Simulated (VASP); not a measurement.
Write the native input for VASP 6.6.1 that does the following.

* Task: single point
* Functional: PBE
* Potentials or basis: VASP PAW PBE potentials, release 64 (Al, P, H)
* Cutoff: 520 eV
* k mesh: 2 × 2 × 2, shifted
* Occupations: gaussian, width 0.01 eV
* Spin: collinear spin, typed start
* Dipole correction: no
* Further INCAR settings: LREAL = Auto; ALGO = Fast; EDIFF = 1e-06; NBANDS = 90

The structure of Al16P16H (a cell with a defect) lies in POSCAR:

```
Al16P16H
1.0
   -5.5073398905     -5.5073398905      5.5073398905
    5.5073398905      5.5073398905      5.5073398905
   -5.5073398905      5.5073398905     -5.5073398905
Al P H
16 16 1
Direct
    0.7499043682      0.5000000000      0.7499043682
    0.0000000000      0.5000000000      0.5009902876
    0.7500000000      0.7500000000      0.5000000000
    0.2500956318      0.5000000000      0.2500956318
    0.0000000000      0.7500956318      0.2500956318
    0.7500000000      0.0000000000      0.2500000000
    0.5009902876      0.5000000000      0.0000000000
    0.2500956318      0.7500956318      0.0000000000
    0.0000000000      0.0009902876      0.0000000000
    0.7499043682      0.2499043682      0.0000000000
    0.5000000000      0.7500000000      0.7500000000
    0.2500000000      0.0000000000      0.7500000000
    0.0000000000      0.2499043682      0.7499043682
    0.4990097124     -0.0009902876      0.4990097124
    0.2500000000      0.2500000000      0.5000000000
    0.5000000000      0.2500000000      0.2500000000
    0.0000000000      0.7502447374      0.0000000000
    0.2502365725      0.7502365725      0.7502177932
    0.0000000000     -0.0000187793      0.7497634275
    0.5000187793      0.7497822068      0.5000187793
    0.2497822068      0.0000187793      0.5000187793
    0.0000000000      0.2497634275      0.4999812207
    0.7502177932      0.7502365725      0.2502365725
    0.5000187793      0.0000187793      0.2497822068
    0.2502365725      0.2502177932      0.2502365725
    0.0000000000      0.5000000000      0.2502447374
    0.7497634275     -0.0000187793      0.0000000000
    0.4999812207      0.2497634275      0.0000000000
    0.2502447374      0.5000000000      0.0000000000
    0.7497552626      0.2497552626      0.7497552626
    0.4999812207      0.5000000000      0.7497634275
    0.7497634275      0.5000000000      0.4999812207
    0.0000000000      0.5000000000      0.0000000000
```

The cell isn't the ideal one: H interstitial, charge +0, atoms relaxed at the host's cell.

One way to write it, as run:

INCAR

```
ALGO = Fast
EDIFF = 1E-6
ENCUT = 520
GGA = PE
ISIF = 2
ISMEAR = 0
ISPIN = 2
LASPH = T
LCHARG = F
LORBIT = 11
LREAL = Auto
LWAVE = F
MAGMOM = 0.091 0 0 0.091 0.091 0 0 0.091 0 0.091 0 0 0.091 0 0 0 0.091 0 0 0 0 0 0 0 0 0.091 0 0 0.091 0.091 0 0 0.091
NBANDS = 90
NELM = 150
PREC = Accurate
SIGMA = 0.01
```

KPOINTS

```
Automatic mesh
0
Gamma
  2 2 2
  0.5 0.5 0.5
```

Potentials or basis: VASP PAW PBE potentials, release 64 (Al, P, H).

Launch:

```console
$ cat potpaw_PBE.64/Al/POTCAR potpaw_PBE.64/P/POTCAR potpaw_PBE.64/H/POTCAR > POTCAR
$ mpirun -np 1 vasp_std > vasp.out
```

It gave:

```json
{
  "Pressure": "0.1 GPa",
  "Largest force": "0.025 eV/Å",
  "Band gap on the k mesh": "0.81 eV, indirect (least direct gap 1.04 eV)",
  "Net moment": "1.00 μB per cell",
  "Site moments": "Al +0.01, +0.02, +0.00; P +0.01, +0.00; H +0.25 μB",
  "Valence electrons inside the program's atomic spheres": "Al 0.77; P 2.58, 2.59; H 0.42"
}
```

Run time: 11 min on 1 thread of Intel(R) Xeon(R) Platinum 8488C (Sapphire Rapids), on a shared host, peak memory 1.1 GiB.
